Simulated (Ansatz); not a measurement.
This cell of BaSnO3 (cubic perovskite) is off equilibrium:

```xyz
5
Lattice="4.1313 0.0000 0.0000 0.0000 4.1313 0.0000 0.0000 0.0000 4.1313" Properties=species:S:1:pos:R:3 pbc="T T T"
Ba     0.0000     0.0000     0.0000
Sn     2.0657     2.0657     2.0657
O      0.1550     1.9107     2.0657
O      2.0657     2.0657     0.0000
O      2.0657     0.0000     2.0657
```

Level of theory: r2SCAN (plane waves to 500 eV, PAW, scalar-relativistic; Ansatz, a quantum-chemistry and plane-wave program). k mesh 7×7×7 (Γ-centred), Fermi-Dirac smearing 0.05 eV. E stands for the smeared free energy. Compression counts positive. BaSnO3 was relaxed with its symmetry unable to fall.

### Question
Predict the force on every atom, in eV/Å.

### Answer
```csv
atom,Fx,Fy,Fz
Ba1,0.134,-0.037,0.000
Sn2,2.321,0.027,0.000
O3,-3.398,0.458,0.000
O4,0.459,0.055,0.000
O5,0.484,-0.503,0.000
```

### Question
What is the stress tensor (GPa)?

### Answer
```
    5.8      0.3      0.0
    0.3      0.8      0.0
    0.0      0.0      0.7
```
The pressure, a third of the trace, is 2.4 GPa.

### Question
In it atom 3 sits (0.155, -0.155, 0.000) Å away from its relaxed site. What is its energy relative to the relaxed cell?

### Answer
291 meV/cell.

(For displaced atoms, the force is minus the slope of the energy, and its curvature is a force constant, which sets phonon frequencies.)
